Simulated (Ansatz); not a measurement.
# HfO2: strain energy, fitted

HfO2, P4_2/nmc, a = 3.604 Å, c = 5.264 Å. This isn't the usual stable structure of the compound. Ansatz: PBE, PAW, 420 eV, Γ-centred 6×6×4 mesh on 6 atoms, Gaussian smearing 0.02 eV; no spin polarisation. Series: uniaxial strain along a, with b, c and atoms relaxed; x is the strain in per cent. y is the free energy over the unstrained cell, V0 = 11.397 Å³/atom.

| x (%) | y (meV/atom) |
| --- | --- |
| -4.5 | ? |
| -3.0 | 6.97 |
| -1.5 | 1.69 |
| 0.0 | 0.00 |
| 1.5 | 1.57 |
| 3.0 | 6.21 |
| 4.5 | 13.56 |

**Question.** Fit y = c2 x² + c3 x³ to the other rows, turn c2 into a modulus, and predict the missing energy.

**Answer.** Least squares on the rows shown. y = 0.73215 x² − 0.013929 x³. In eV per unit strain² c2 is 7.321; this is Young's modulus along the axis (E = ½ Y V0 ε²): 2 × 7.321 × 160.2 / (11.397) = 206 GPa. At x = -4.5 the fit asked for gives 16.10 meV/atom. The run gave 15.99 meV/atom, so the fit is 0.11 meV/atom too high, a small miss on the scale of the series.

Spin–orbit coupling is left out, which can shift energies with elements as heavy as these.